Q: I have the energy and pressure of a barium titanate crystal at five volumes. Can I work out what the next two larger volumes will give before I calculate them?

BaTiO3 (space group P4mm) at scaled volumes, with cell shape and fractional coordinates fixed, computed with SIESTA 5.4.2 using LDA-PZ, PseudoDojo 0.4 standard norm-conserving pseudopotentials and a DZP basis (energy shift 0.002 Ry). The k mesh is 7×7×7, the mesh cutoff 800 Ry and the Fermi-Dirac smearing 0.05 eV. Energies are counted from the minimum of the fitted curve.

| volume (Å³/atom) | energy (meV/atom) | pressure (GPa) |
| --- | --- | --- |
| 12.08 | 9.17 | 7.030 |
| 12.34 | 1.43 | 2.650 |
| 12.60 | 0.32 | -1.220 |
| 12.86 | 5.07 | -4.690 |
| 13.11 | 15.08 | -7.780 |
| 13.37 | ? | ? |
| 13.63 | ? | ? |

A: First say what was done to the crystal. Every row is the same polar cell, enlarged or reduced as a whole. The ratio of its edges is fixed, and so are the relative positions of the atoms. The energy is per atom and counted from the minimum of a fitted curve. A positive pressure means the cell has to be squeezed to hold that volume, and a negative one means it has to be pulled.

Q: Then the resting volume lies between 12.34 and 12.60 Å³ per atom, where the pressure changes sign. Beyond it the crystal is under tension. I would treat it as a spring, with energy rising as the square of the stretch.

A: Test that on the pressures. For a spring, each equal step in volume would change the pressure by the same amount. Here the changes are 4.38, 3.87, 3.47 and 3.09 GPa, so each step adds less pull than the one before. The crystal gets softer as it grows.

Q: How much softer?

A: Use the bulk modulus, which is the pressure change divided by the fractional volume change. Taken between neighbouring rows, it is 208 GPa in the first interval and 156 GPa in the last one known. That is a loss of a quarter, while the middle of the interval has moved by only about 6 % in volume. Any forecast has to carry this softening forward.

Q: Why should a crystal soften when it is stretched? I would have thought the bonds tighten, like a rope.

A: A rope is slack before it is taut. Ions in a crystal are never slack: at rest, two large forces cancel. Opposite charges pull the ions together, and the overlap of their electron clouds pushes them apart. The pull fades slowly with distance, while the push fades very quickly.

Now enlarge the cell a little. The push drops sharply and the pull much less, so a net inward force appears. This is the tension in your table. It comes from the loss of push, for the pull has not grown at all. With each further step there is less push left to lose, and the pull itself is weakening. The tension still grows, but by smaller amounts.

Compression runs the same argument backwards. The push rises ever more steeply, so the crystal stiffens. The table shows the softening itself. That it comes from two forces of different range is an argument from theory, because the calculation doesn't list the two separately.

Q: Is there a simpler crystal in which I could see this with pencil and paper?

A: Take rock salt, treated as point charges with a steep repulsion. At ion distance r its energy is −A/r + C/rⁿ, where A and C are constants and n is a large power. Since r grows as the cube root of the volume, two derivatives with respect to volume give the pressure and the modulus. At rest, the modulus then changes with pressure at the rate (n + 7)/3.

With n between 6 and 10, a usual range for ionic crystals, that rate lies between about 4 and 6. It has a handy meaning: it is the percentage of stiffness lost for each per cent of added volume. A steeper repulsion gives faster softening.

Q: Does barium titanate fit that picture?

A: It falls in the same range. A smooth curve through your five energies gives a rate of about 4.7, so a 2 % step in volume should cost roughly 9 % of the modulus. The known intervals lose between 8 and 10 % each time.

The analogy ends there. Titanium and oxygen share electrons as well as attracting each other as ions, and their distances in this cell are not all equal. I would therefore not read a repulsion power for barium titanate out of that rate.

Q: What is the smooth curve?

A: It is the Birch–Murnaghan form, which expands the energy in powers of 1/L², where L is the edge length of the cell. Call w the percentage change of 1/L² from the given cell, the row at 12.86 Å³ per atom. When the crystal expands, equal steps in volume become shorter and shorter steps in w. Even a plain parabola in w therefore softens with volume, and a small cubic term adjusts the rate.

Least squares on the five known energies gives, in meV per atom,

E = 5.075 − 5.613 w + 1.542 w² + 0.0051 w³.

Q: Four constants for five energies? That could hardly fail to fit.

A: Quite so, and the close fit proves little. The pressures are a better test, because they were not used. The pressure is minus the slope of energy against volume, so the curve predicts it with no further constant. It agrees with all five known pressures to within 0.04 GPa, which tells you that the two columns describe the same smooth curve.

Q: Then let me do the first forecast. The volumes go up in steps of 2 % of the given cell, so the row at 13.37 has 1.04 times its volume. The quantity 1/L² changes by the factor 1.04 to the power −2/3, which is 0.9742. So w is −2.58.

A: Now put that into the curve.

Q: The four terms give

E = 5.08 + 14.49 + 10.27 − 0.09 = 29.75 meV per atom.

The cubic term hardly matters.

A: Not at this distance, but it grows quickly further out, and for its size it is the least certain of the four. That is one reason to give the second forecast a wider margin. For the pressures I use the slope of the same form, with its own constants adjusted by least squares to the five known pressures. The forecasts are:

- At 13.37 Å³ per atom: 29.8 ± 0.3 meV per atom and −10.5 ± 0.1 GPa.
- At 13.63 Å³ per atom: 48.6 ± 0.7 meV per atom and −13.0 ± 0.25 GPa.

Q: Where do the margins come from?

A: They are my judgement, not a statistical confidence limit. Rounding and small numerical noise in the known rows are magnified when a curve is carried beyond them, and the form of the curve might not be quite right. The second row lies twice as far out as the first, so its margin is more than doubled.

Q: And in words, what do you expect?

A: The energy should keep rising in growing steps, because each step is work done against a larger tension. The tension should keep growing in shrinking steps, and the modulus should keep falling. There is a largest tension that any crystal can bear, but I don't expect to reach it in these two rows. The pressure steps shrink by only 0.4 to 0.5 GPa each time, and the last one known is still 3.09 GPa.

Q: Could the crystal do something sudden instead?

A: Real barium titanate might. When its cell grows, the titanium ion tends to move further off centre and the cell tends to lengthen. Here both are frozen, so that route is closed and I expect a smooth continuation.

Q: What would my spring have predicted?

A: A parabola in volume, fitted to the same five energies, gives 31.5 and 53.8 meV per atom. I expect both to be too high, because the parabola leaves out the softening.

Q: Let us see the computed rows.

The withheld rows as computed:

| volume (Å³/atom) | energy (meV/atom) | pressure (GPa) |
| --- | --- | --- |
| 13.37 | 29.80 | -10.550 |
| 13.63 | 48.69 | -12.980 |

Q: All four values lie inside your margins.

A: They do. Taken before rounding, the energy forecasts are too low by 0.05 and 0.12 meV per atom. The first pressure forecast is off by 0.02 GPa, and the second agrees to the digits worth quoting. Neither row took part in the fits.

Q: Is there a reason why both energies came out low?

A: Beyond the known rows the energy curve rises slightly too slowly, and such a shortfall builds up with distance. Part of it is rounding. The table gives the energies to a hundredth of a meV per atom, and the extrapolation magnifies the small errors this leaves. With more digits of the same energies both misses shrink, but they don't vanish. The rest looks more like numerical noise than a flaw in the form of the curve. The four-constant curve fitted to all seven rows, the one that sets the zero of energy, leaves a scatter of only 0.0035 meV per atom. Its rate of softening is 4.55, against 4.66 from the five known energies. So small errors in those five seem to have tipped the cubic term towards too much softening. The pressure column adds little on this point: the slope of the curve gives a slightly too high pressure in every row, even in the known ones, where the energies fit well.

The margins themselves were too cautious, several times wider than the misses. I wouldn't tighten them for the next crystal on the strength of two points from one smooth curve.

Q: And the forecasts in words?

A: They hold as well. The energy steps grow to 14.7 and then 18.9 meV per atom. The tension is still rising at the last row, and the modulus between rows drops to 143 and then 128 GPa.

Q: My spring did worse.

A: It is too high by 1.7 meV per atom in the first new row and by 5.1 in the second. The second error is about a tenth of the computed energy. Near the resting volume a spring is a fair description, but its error triples over a single further step. That is how a neglected softening shows itself in the energies: by less than 0.3 meV per atom in the known rows, and plainly soon after them.

Q: May I use these numbers for a real ceramic part?

A: Not directly. The curve puts the modulus at rest at 185 GPa, but for a cell whose atoms may not rearrange. In a real crystal they do, and such freedom usually makes a material easier to deform. The resting volume of about 12.5 Å³ per atom also carries the habit of the local density approximation, which tends to make crystals of this kind too small.

There are reserves about the calculation too. The lattice is static, so the vibration of the atoms is left out. The meshes and cutoffs are usual working values, not taken to their limits. The basis functions for barium and titanium were made from atomic levels that carry errors of 0.0035 and 0.0061 hartree. The makers of the data also warn of a basis without a d shell, but that warning comes from their tests on other systems, not from these runs. Shortcomings of the basis could change both the size and the stiffness of the crystal, and their effect has not been tested here. Our forecast succeeded within this calculation, and that success can't reveal an error shared by every row.

Q: So how would I guess the behaviour of a similar oxide?

A: Find its modulus at rest and the rate at which that modulus changes with pressure. For each per cent of added volume, take off that many per cent of the stiffness, then add up the tension step by step. The recipe is a fair guide for stretches of a few per cent, and only as long as the atoms keep their arrangement. If they can shift to a new one, the energy follows a different curve, and the old rows no longer tell you where it goes.
